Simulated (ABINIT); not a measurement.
An input for ABINIT 10.8.3 (BAs (F-43m)):

```
acell 3*1.0 Angstrom
rprim 
  -0.000000000000 2.388500000000 2.388500000000
  2.388500000000 -0.000000000000 2.388500000000
  2.388500000000 2.388500000000 -0.000000000000
ntypat 2
znucl 5 33
natom 2
typat 1 2
xred 
  0.000000000000 0.000000000000 0.000000000000
  0.250000000000 0.250000000000 0.250000000000
pp_dirpath "pseudos"
pseudos "B.upf, As.upf"
ecut 44
ngkpt 4 4 4
nshiftk 1
shiftk 0 0 0
kptopt 1
chksymbreak 0
istwfk *1
occopt 1
irdwfk 1
optdriver 4
nband 64
gwcalctyp 28
ecutsigx 44
symsigma 0
nkptgw 8
kptgw 
  0.0000000000 0.0000000000 0.0000000000
  0.2500000000 0.0000000000 0.0000000000
  0.5000000000 0.0000000000 0.0000000000
  0.2500000000 0.2500000000 0.0000000000
  0.5000000000 0.2500000000 0.0000000000
  -0.2500000000 0.2500000000 0.0000000000
  0.5000000000 0.5000000000 0.0000000000
  -0.2500000000 0.5000000000 0.2500000000
bdgw 
  11 23
  11 23
  11 23
  11 23
  11 23
  11 23
  11 23
  11 23
ecuteps 6.1
irdscr 1
ppmodel 1
rhoqpmix 0.3
indata_prefix "in"
outdata_prefix "out"
tmpdata_prefix "tmp"
```

```sh
OMP_NUM_THREADS=1 mpirun -n 4 abinit run.abi > log
```

Question: Estimate wall time and host memory on 4 MPI ranks of Arm Neoverse V1, shared host.

It took 68 s; on shared hardware allow 34 s to 2.3 min. Peak host memory was 0.96 GiB.

[Paths, hosts, dates, memory and timing lines, banners, echoed tables and standing remarks are left out of the program output.]

[Logs are printed without paths, hosts, clocks, repeated set-up lines and the standing remarks that a program may print on its own settings, such as how far it seeks lower states.]

[Runs of the session that timed out or met a known fault of the program may be left out.]

[Hosts, paths, dates, database ids (printed as entryN), source tags and the programs' standing remarks are cut or masked in the printed files.]

[G0W0 gaps are taken among the corrected bands and points alone; a level outside them can change the order at an edge.]

[Where Ansatz stands beside ABINIT at settings called matched, ABINIT's density can come from a denser mesh and the files from another edition; pairs whose starting gaps differed by over 0.03 eV were left out, so agreement reads better than it is.]
